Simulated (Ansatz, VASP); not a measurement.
Given: the input of a run of VASP 6.6.1 on Au (Gold). 

INCAR

```
SYSTEM = Au
ALGO = Normal
EDIFF = 1E-6
EDIFFG = -0.02
ENCUT = 600
GGA = RP
IBRION = 2
ISIF = 3
ISMEAR = -1
IVDW = 12
LASPH = .True.
LCHARG = .False.
LREAL = .False.
LWAVE = .False.
NELM = 60
NSW = 60
PREC = Accurate
SIGMA = 0.05
```

The input KPOINTS:

```
k-points
0
Gamma
  11 11 11
  0 0 0
```

The input POSCAR:

```
Au
1.0
    0.0000000000      2.0350000000      2.0350000000
    2.0350000000      0.0000000000      2.0350000000
    2.0350000000      2.0350000000      0.0000000000
Au
1
Direct
    0.0000000000      0.0000000000      0.0000000000
```

Potentials or basis: VASP PAW PBE potentials, release 64 (Au).

Launch:

```console
$ cat potpaw_PBE.64/Au/POTCAR > POTCAR
$ mpirun -np 1 vasp_std > vasp.out
```

Q: Translate it to Ansatz 0.2.0. Potentials or basis there: all-electron LAPW, scalar-relativistic.

A: As run (cutoffs and basis follow the program's own potentials, and thresholds, step limits or extra output files can differ):

input.yaml

```yaml
crystal:
  lattice:
    - [0.0, 2.035, 2.035]
    - [2.035, 0.0, 2.035]
    - [2.035, 2.035, 0.0]
  atoms:
    - { symbol: Au, position: [0.0, 0.0, 0.0] }
kpoints:
  mp_grid: { grid: [11, 11, 11] }
scf:
  occupations: { method: fermi_dirac, width: 0.05 }
hamiltonian:
  xc: rpbe
  dispersion: d3bj
  pseudopotentials: { kind: all_electron, lapw: { basis_error: 0.001 } }
output:
  forces: true
  stress: true
relax:
  f_tol: 0.01
  max_steps: 60
  cell: {}
```

Potentials or basis: all-electron LAPW, scalar-relativistic.

Launch:

```sh
$ ansatz run input.yaml --threads 1 --pin off --max-ram 3072MiB --backend cpu --events-out ev --progress --plain --runs-dir out
```

Both were run:

|  | VASP | Ansatz |
| --- | --- | --- |
| Relaxed volume | 14.96 Å³/atom | 14.97 Å³/atom |
| Relaxed cell | a = 2.766 Å, b = 2.766 Å, c = 2.766 Å, α = 60.00°, β = 60.00°, γ = 60.00° | a = 2.767 Å, b = 2.767 Å, c = 2.767 Å, α = 60.00°, β = 60.00°, γ = 60.00° |
| Space group after relaxing | Fm-3m (No. 225) | Fm-3m (No. 225) |
| Pressure after relaxing | 0.0 GPa | 0.0 GPa |

VASP's potentials were made for PBE.

Where Ansatz's input types no cutoff or centring, it takes its own default and a Γ-centred mesh.

Pressure is positive in compression.
